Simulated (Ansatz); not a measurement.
# Carrier doping in LaAlO3

Take LaAlO3 in the cubic perovskite structure (space group Pm-3m, No. 221; a = 3.7869 Å) as the base.

Carriers are added at fixed cell with a uniform background; the Fermi–Dirac width is that of 300 K.

The values are results of r2SCAN (Ansatz, an electronic-structure program; PAW; 500 eV plane waves; without spin-orbit coupling), not measurements.

Candidates:
(a) holes 5.0×10^21 cm⁻³
(b) electrons 5.0×10^21 cm⁻³
(c) holes 7.0×10^21 cm⁻³
(d) holes 1.0×10^22 cm⁻³

Base values:

```
Item                            Value
----------------------------  -------
Gap between the host's bands  4.02 eV
```

Q: Order them by gap between the host's bands, lowest first.

A: (b) electrons 5.0×10^21 cm⁻³ (4.12 eV), (a) holes 5.0×10^21 cm⁻³ (4.24 eV), (c) holes 7.0×10^21 cm⁻³ (4.33 eV), (d) holes 1.0×10^22 cm⁻³ (4.47 eV)

Charged cell with a jellium background: band edges are those of the host's band count, energies are not comparable with the neutral cell, and many-body gap narrowing is missing. No phonon test of stability was made. Many cubic perovskites are stable only at high temperature; tilts and polar distortions were not tested.
